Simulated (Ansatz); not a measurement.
Take a crystal in which C has been replaced by Ge on all its sites, with the cell rescaled by a rough guess (in some cases also distorted within its space group) and nothing relaxed:

```xyz
4
Lattice="1.6582 -2.7726 0.0000 1.6582 2.7726 0.0000 0.0000 0.0000 9.4415" Properties=species:S:1:pos:R:3 pbc="T T T"
Ge    1.6582    2.4401    7.0988
Ge    1.6582   -0.3325    2.3427
Ge    1.6582   -2.4401    2.3427
Ge    1.6582    0.3325    7.0988
```

These are results of DFT PBEsol, scalar-relativistic, plane waves, PAW in Ansatz, not measurements.

Settings: cutoff 420 eV, Γ-centred mesh 14×14×6 on the computed 4-atom cell, Gaussian smearing of 0.10 eV; no spin polarisation.

**Question.** What pressure does the cell carry?

**Answer.** The pressure is 98.5 GPa (positive in compression), so the cell would expand.

**Question.** Is it a metal on this mesh?

**Answer.** Yes, a band crosses the Fermi level.

This form isn't the element's structure at ambient conditions.